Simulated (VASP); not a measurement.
# BiTe (R-3m) in VASP: notebook

One crystal, BiTe, is run at these levels: PBE; tasks: single point.

All numbers are computed with VASP 6.6.1; they aren't measurements. Logs are shortened: lines on timing, memory, paths and dates and some standing lists are left out, and cuts for length are marked.

## Step 1: The structure

The structure is trigonal, space group R-3m (No. 166). Conventional cell: a = 4.845 Å, b = 4.845 Å, c = 9.952 Å, α = 90.00°, β = 90.00°, γ = 120.00°. Bi (site symmetry -3m) has 6 Te at 3.25 Å as nearest neighbours. Te (site symmetry -3m) is surrounded by 6 Bi at 3.25 Å.

The cell comes from a database or a generator and needn't be the stable form of this composition.

## Step 2: Single point, PBE

INCAR reads:

```
PREC = Accurate
ENCUT = 900
EDIFF = 1E-7
ISMEAR = 0
SIGMA = 0.05
LREAL = F
LASPH = T
NELM = 100
ALGO = Normal
ISIF = 2
LWAVE = F
LCHARG = F
GGA = PE
NBANDS = 18
ADDGRID = F
```

KPOINTS reads:

```
Automatic mesh
0
Gamma
  6 6 6
```

POSCAR reads:

```
BiTe
1.0
    2.4227077728      1.3987509848      3.3172919545
   -2.4227077728      1.3987509848      3.3172919545
    0.0000000000     -2.7975019696      3.3172919545
Bi Te
1 1
Direct
    0.5000000000      0.5000000000      0.5000000000
    0.0000000000      0.0000000000      0.0000000000
```

Potentials or basis: VASP PAW PBE potentials, release 64 (Bi_d, Te).

The run is started by

```sh
cat potpaw_PBE.64/Bi_d/POTCAR potpaw_PBE.64/Te/POTCAR > POTCAR
mpirun -np 1 vasp_std > vasp.out
```

OUTCAR:

```text
PREC = Accurate
   ENCUT = 900
   EDIFF = 1E-7
   ISMEAR = 0
   LREAL = F
   LASPH = T
   NELM = 100
   ISIF = 2
   GGA = PE

 Found     32 irreducible k-points:

 Following reciprocal coordinates:
            Coordinates               Weight
  0.000000  0.000000  0.000000      1.000000
  0.166667 -0.000000  0.000000      6.000000
  0.333333 -0.000000  0.000000      6.000000
  0.500000 -0.000000  0.000000      3.000000
  0.166667  0.166667  0.000000      6.000000
  0.333333  0.166667  0.000000     12.000000
   k-points           NKPTS =     32   k-points in BZ     NKDIM =     32   number of bands    NBANDS=     18
   number of dos      NEDOS =    301   number of ions     NIONS =      2
   total plane-waves  NPLWV =  74088
   dimension x,y,z NGX =    42 NGY =   42 NGZ =   42
   dimension x,y,z NGXF=    84 NGYF=   84 NGZF=   84
   ions per type =               1   1
   NGX,Y,Z   is equivalent  to a cutoff of  16.09, 16.09, 16.09 a.u.
   NGXF,Y,Z  is equivalent  to a cutoff of  32.18, 32.18, 32.18 a.u.
 SYSTEM =  unknown system
   PREC   = accura    normal or accurate (medium, high low for compatibility)
   ISTART =      0    job   : 0-new  1-cont  2-samecut
   ICHARG =      2    charge: 1-file 2-atom 10-const
   ISPIN  =      1    spin polarized calculation?
   LNONCOLLINEAR =      F non collinear calculations
   LSORBIT =      F    spin-orbit coupling
   LASPH  =      T    aspherical Exc in radial PAW
   ENCUT  =  900.0 eV  66.15 Ry    8.13 a.u.  10.61 10.61 10.61*2*pi/ulx,y,z
   NELM   =    100;   NELMIN=  2; NELMDL= -5     # of ELM steps
   EDIFF  = 0.1E-06   stopping-criterion for ELM
[... 30 lines left out ...]
 non-spin polarized calculation
 Gauss-broadening in eV      SIGMA  =   0.05
  energy-cutoff  :      900.00
  volume of cell :       67.45
 maximum number of plane-waves:      4154
   NGX = 21   NGY = 21   NGZ = 21

 number of electron      21.0000000 magnetization

 Free energy of the ion-electron system (eV)
  ---------------------------------------------------
  ext. energy  EPLUGINS =         0.00000000
  ---------------------------------------------------
  free energy    TOTEN  =        -7.18385905 eV

  energy without entropy =       -7.18177655  energy(sigma->0) =       -7.18281780

 E-fermi :   6.6433     XC(G=0):  -9.4787

 val. band max:        6.6298141534   @ k =   0.5000   0.3333   0.1667
 cond. band min:       6.6754954889   @ k =   0.3333   0.3333   0.1667
 fundamental gap:      0.0456813356
 Fermi energy:         6.6432618832

 k-point     1 :       0.0000    0.0000    0.0000
  band No.  band energies     occupation
      1     -16.5616      2.00000
      2     -16.5616      2.00000
      3     -16.5488      2.00000
      4     -16.5488      2.00000
      5     -16.5341      2.00000
      6      -6.8137      2.00000
      7      -1.6077      2.00000
      8       3.7570      2.00000
      9       3.7570      2.00000
     10       5.0584      2.00000
     11       8.5470      0.00000
     12       9.1779      0.00000
     13       9.1779      0.00000
     14      10.7413      0.00000
     15      10.7413      0.00000
     16      12.8933      0.00000
     17      13.3153      0.00000
     18      13.5489      0.00000

 k-point     2 :       0.1667   -0.0000    0.0000
  band No.  band energies     occupation
      1     -16.5614      2.00000
      2     -16.5610      2.00000
      3     -16.5502      2.00000
      4     -16.5470      2.00000
      5     -16.5335      2.00000
      6      -6.5779      2.00000
      7      -2.1846      2.00000
      8       3.9139      2.00000
      9       4.1034      2.00000
     10       4.9751      2.00000
     11       7.7453      0.00000
     12       8.2763      0.00000
     13       8.4527      0.00000
     14      11.1263      0.00000
     15      11.3366      0.00000
     16      13.1573      0.00000
     17      14.1918      0.00000
     18      14.6051      0.00000

 k-point     3 :       0.3333   -0.0000    0.0000
  band No.  band energies     occupation
      1     -16.5617      2.00000
      2     -16.5603      2.00000
      3     -16.5524      2.00000
      4     -16.5440      2.00000
      5     -16.5313      2.00000
      6      -5.8878      2.00000
      7      -3.4499      2.00000
      8       4.3679      2.00000
      9       4.6081      2.00000
     10       5.1934      2.00000
     11       6.4485      2.00000
     12       6.8703      0.00000
     13       7.4923      0.00000
     14      12.1240      0.00000
     15      12.2185      0.00000
     16      14.6824      0.00000
     17      15.4291      0.00000
     18      16.3736      0.00000

 k-point     4 :       0.5000   -0.0000    0.0000
  band No.  band energies     occupation
      1     -16.5619      2.00000
      2     -16.5603      2.00000
      3     -16.5532      2.00000
      4     -16.5430      2.00000
      5     -16.5296      2.00000
      6      -4.9066      2.00000
      7      -4.6822      2.00000
      8       4.8103      2.00000
      9       4.8459      2.00000
     10       5.6358      2.00000
     11       5.7160      2.00000
     12       6.0683      2.00000
     13       6.9833      0.00000
     14      13.3706      0.00000
     15      13.5353      0.00000
     16      13.5845      0.00000
     17      14.5160      0.00000
     18      17.3219      0.00000

 k-point     5 :       0.1667    0.1667    0.0000
  band No.  band energies     occupation
      1     -16.5627      2.00000
      2     -16.5602      2.00000
      3     -16.5500      2.00000
      4     -16.5453      2.00000
      5     -16.5337      2.00000
      6      -6.4847      2.00000
      7      -2.1994      2.00000
      8       3.2686      2.00000
      9       4.1626      2.00000
     10       5.2120      2.00000
     11       6.5148      1.99972
     12       8.9367      0.00000
     13       9.3437      0.00000
     14      10.4732      0.00000
     15      12.0256      0.00000
     16      12.9818      0.00000
     17      13.5255      0.00000
     18      13.8844      0.00000

 k-point     6 :       0.3333    0.1667    0.0000
  band No.  band energies     occupation
      1     -16.5638      2.00000
      2     -16.5598      2.00000
      3     -16.5514      2.00000
      4     -16.5421      2.00000
      5     -16.5319      2.00000
      6      -5.9502      2.00000
      7      -3.0426      2.00000
      8       3.2799      2.00000
      9       4.1320      2.00000
     10       4.1783      2.00000
     11       6.9776      0.00000
     12       8.2260      0.00000
     13       9.1141      0.00000
     14      10.3837      0.00000
     15      13.0089      0.00000
     16      14.5083      0.00000
     17      14.8718      0.00000
     18      15.5839      0.00000

 [... further k-points ...]
[... 5 lines left out ...]
  --------------------------------------------------------------------------------------
  -------------------------------------------------------------------------------------
  Total        0.0011181      0.0011181     -0.1311043      0.0000000     -0.0000000      0.0000000
  in kB        0.0265590      0.0265590     -3.1142323      0.0000000     -0.0000000      0.0000000
  external PRESSURE =      -1.0203714 kB  Pullay stress =       0.0000000 kB

 VOLUME and BASIS-vectors are now :
 -----------------------------------------------------------------------------
  energy-cutoff  :      900.00
  volume of cell :       67.45
      direct lattice vectors                 reciprocal lattice vectors
     2.422707773  1.398750985  3.317291954     0.206380648  0.119153923  0.100483568
    -2.422707773  1.398750985  3.317291954    -0.206380648  0.119153923  0.100483568
     0.000000000 -2.797501970  3.317291954     0.000000000 -0.238307845  0.100483568

 POSITION                                       TOTAL-FORCE (eV/Angst)
 -----------------------------------------------------------------------------------
      0.00000      0.00000      4.97594         0.000000     -0.000000     -0.000000
      0.00000      0.00000      0.00000        -0.000000      0.000000      0.000000
 -----------------------------------------------------------------------------------
    total drift:                                0.000000      0.000000     -0.000000

  FREE ENERGIE OF THE ION-ELECTRON SYSTEM (eV)
  ---------------------------------------------------
  free  energy   TOTEN  =        -7.1838590523 eV

  energy  without entropy=       -7.1817765517  energy(sigma->0) =       -7.18281780
```

Wall time 49 s (1 thread of Intel Xeon 6975P-C (Granite Rapids), shared host); peak memory 0.3 GiB.

These settings aren't checked as converged: the numbers below hold their error.

Results:

```yaml
Free_energy: -7.1839 eV
Pressure: -0.1 GPa
Band_gap_on_the_k_mesh: none (metal or under the smearing width)
```

Caveat: spin-orbit coupling is left out, which moves the levels of the heavy elements.

## Step 3: Single point, PBE

INCAR is that of step 2.

KPOINTS is that of step 2.

POSCAR reads:

```
BiTe
1.0
    2.4227077728      1.3987509848      3.3172919545
   -2.4227077728      1.3987509848      3.3172919545
    0.0000000000     -2.7975019696      3.3172919545
Bi Te
1 1
Direct
    0.5120250000      0.5038480000      0.5048510000
   -0.0040940000     -0.0152210000     -0.0035880000
```

Potentials or basis: VASP PAW PBE potentials, release 64 (Bi_d, Te).

The run is started by

```sh
cat potpaw_PBE.64/Bi_d/POTCAR potpaw_PBE.64/Te/POTCAR > POTCAR
mpirun -np 1 vasp_std > vasp.out
```

Wall time 2.6 min (1 thread of Intel Xeon 6975P-C (Granite Rapids), shared host); peak memory 0.47 GiB.

These settings aren't checked as converged: the numbers below hold their error.

Results:

* Free energy: -7.1678 eV
* Pressure: 0.1 GPa
* Largest force: 0.233 eV/Å
* Band gap on the k mesh: none (metal or under the smearing width)

Caveat: spin-orbit coupling is left out, which moves the levels of the heavy elements.
